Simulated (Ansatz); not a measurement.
Crystal: Cu.

```
Cu
1.0
     2.53410    0.00000    0.00000
    -1.26705    2.19459    0.00000
     0.00000    0.00000    4.11257
Cu
2
Direct
  0.66667 0.33333 0.75000
  0.33333 0.66667 0.25000
```

This isn't the form of Cu at room conditions, which is fcc.

* Program: Ansatz 0.2.0
* Task: relaxation of cell and atoms
* Functional: B3LYP
* Potentials or basis: Ansatz PAW
* Cutoff: 420 eV (not typed: the program's choice for these potentials)
* k mesh: 6 × 6 × 4
* Occupations: fermi-dirac, width 0.05 eV
* Spin: no spin polarisation

At the start: volume 11.44 Å³/atom.

Question: Where does the relaxation end?

Answer: It ends after 10 steps and the volume is 12.74 Å³/atom (+11.4 %); space group P6_3/mmc (No. 194, to 0.05 Å).

Step by step:
```
step  energy change (eV)  largest force (eV/Å)  volume (Å³)
   1              0.0000                0.0000        22.87
   2             -0.0736                0.0000        23.93
   3             -0.1054                0.0000        25.14
   4             -0.1074                0.0000        25.40
   5             -0.1082                0.0000        25.58
   6             -0.1085                0.0000        25.51
   7             -0.1085                0.0000        25.50
   8             -0.1104                0.0000        25.50
   9             -0.1104                0.0000        25.48
  10             -0.1104                0.0000        25.48
```

Final structure:
```cif
data_structure
_symmetry_space_group_name_H-M 'P 1'
_symmetry_Int_Tables_number 1
_cell_length_a 2.6506
_cell_length_b 2.6506
_cell_length_c 4.1876
_cell_angle_alpha 90.000
_cell_angle_beta 90.000
_cell_angle_gamma 120.000
_cell_volume 25.48
loop_
_atom_site_label
_atom_site_type_symbol
_atom_site_fract_x
_atom_site_fract_y
_atom_site_fract_z
_atom_site_occupancy
Cu1 Cu 0.66667 0.33333 0.75000 1
Cu2 Cu 0.33333 0.66667 0.25000 1
```

Caveat: the k mesh is coarse (spacing up to 0.48 Å⁻¹), so the values aren't converged, least of all with exact exchange; the plane-wave basis is chosen anew once the cell has moved, so the energies of steps on either side of that aren't comparable; the PAW data sets come from PBE, with cores solved anew for the run's functional, which leaves a small shift of forces and pressure.
